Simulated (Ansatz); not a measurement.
Runs of Ansatz 0.2.0 on Mg. The structure is hexagonal, space group P6_3/mmc (No. 194). Conventional cell: a = 3.209 Å, b = 3.209 Å, c = 5.210 Å, α = 90.00°, β = 90.00°, γ = 120.00°. Mg (site symmetry -6m2) is surrounded by 12 Mg at 3.20 to 3.21 Å. 

```tsv
task	level	cell	cutoff (eV)	smearing	gap on the mesh (eV)	pressure (GPa)
relaxation of cell and atoms	RPBE	relaxed	-	fermi-dirac 0.05 eV	-	0.0
single point	PBE	as given	104	gaussian 0.024 eV	none	-0.5
single point	PBE	as given	104	gaussian 0.014 eV	none	-0.5
band structure	PBE	as given	104	fermi-dirac 0.05 eV	-	(a)
band structure	PBEsol	as given	104	fermi-dirac 0.05 eV	-	-1.1
```

Alike in all rows: potentials or basis all-electron LAPW, scalar-relativistic; no spin polarisation; k mesh 10 × 10 × 5; basis error allowed 0.001 eV/atom.

Problem. Estimate the missing entries.

Solution. (a) -0.4.

A gap of «none» marks a metal or a gap under the smearing width.
